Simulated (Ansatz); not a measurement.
BeO:
```cif
data_Be2O2
_chemical_formula_sum 'Be2 O2'
_space_group_name_H-M_alt 'P63mc'
_space_group_IT_number 186
_space_group_name_Hall 'P 6c -2c'
_cell_length_a 2.71175
_cell_length_b 2.71175
_cell_length_c 4.40444
_cell_angle_alpha 90.000
_cell_angle_beta 90.000
_cell_angle_gamma 120.000
loop_
_atom_site_label
_atom_site_type_symbol
_atom_site_symmetry_multiplicity
_atom_site_Wyckoff_symbol
_atom_site_fract_x
_atom_site_fract_y
_atom_site_fract_z
_atom_site_occupancy
Be1 Be 2 b 0.66667 0.33333 0.00011 1
O1 O 2 b 0.66667 0.33333 0.37789 1
```

Relaxed with PBE.

Question: Give the optical modes at the zone centre with their infrared and Raman activity from DFPT, PBE (plane waves, PAW; program Ansatz).

Answer: Transverse frequencies, without the LO–TO term; a row sums one degenerate level.

```tsv
ω (cm⁻¹)	degeneracy	IR ((D/Å)²/amu)	Raman (Å⁴/amu)	activity	symmetry
327	2	0.00	0	silent	E2
663	1	27.71	3.3	IR+Raman	A1
665	2	0.00	2.2	Raman	E2
695	1	0.00	0	silent	B1
705	2	51.84	1.3	IR+Raman	E1
859	1	0.00	0	silent	B1
```

Question: How high does the top mode go among those that the LO–TO term moves?

Answer: 1066 cm⁻¹ for q along x, 1066 cm⁻¹ for q along y, 1054 cm⁻¹ for q along z.

Space group P6_3mc (wurtzite). The PBE relaxation kept the symmetry of its start; phonons on a q-mesh show no instability.

Potentials: the later of the program's two PAW sets.
